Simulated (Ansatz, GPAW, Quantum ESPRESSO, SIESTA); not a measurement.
# ZrC: 4 runs at one level of theory

```
Zr C
1.0
     3.39148    0.00000    0.00000
    -1.69574    2.93710    0.00000
     0.00000    0.00000    5.29005
Zr C
2 2
Cartesian
  1.6957 0.9790 3.9675
  0.0000 1.9581 1.3225
  0.0000 0.0000 2.6450
  0.0000 0.0000 0.0000
```

The cell comes from a database or a generator and needn't be the stable form of this composition.

Alike in all runs: task band structure; functional PBEsol; k mesh 9 × 9 × 5; occupations fermi-dirac, width 0.05 eV; no spin polarisation; no spin-orbit coupling. Pressure is positive in compression and, in plane waves, holds the error of the finite cutoff.

```json
{"program and potentials": "GPAW, PAW data sets generated for this functional", "plane-wave cutoff (eV)": "800", "notes": "-", "pressure (GPa)": "-8.69"}
{"program and potentials": "Ansatz, all-electron LAPW, scalar-relativistic", "plane-wave cutoff (eV)": "-", "notes": "-", "pressure (GPa)": "-7.77"}
{"program and potentials": "SIESTA, files PseudoDojo sr-pbesol-0.4.1-standard, DZP (energy shift 0.003 Ry; two zetas on semicore shells)", "plane-wave cutoff (eV)": "-", "notes": "atomic basis", "pressure (GPa)": "-5.72"}
{"program and potentials": "Quantum ESPRESSO, GBRV 1.5 PBEsol", "plane-wave cutoff (eV)": "612", "notes": "-", "pressure (GPa)": "-7.94"}
```

The pressure spans -8.69 (GPAW, PAW data sets generated for this functional) to -5.72 GPa (SIESTA, files PseudoDojo sr-pbesol-0.4.1-standard, DZP (energy shift 0.003 Ry; two zetas on semicore shells)), with all-electron results at -7.77. The pressure on the cell as given of SIESTA, files PseudoDojo sr-pbesol-0.4.1-standard, DZP (energy shift 0.003 Ry; two zetas on semicore shells) lies far from the others; the cause wasn't traced. Rows in atomic bases carry the error of their basis and grid, which can be large.

Differences between rows come from potentials, basis sets and numerical settings, since the functional is the same but for its coding. Runs on potential files found faulty are left out.
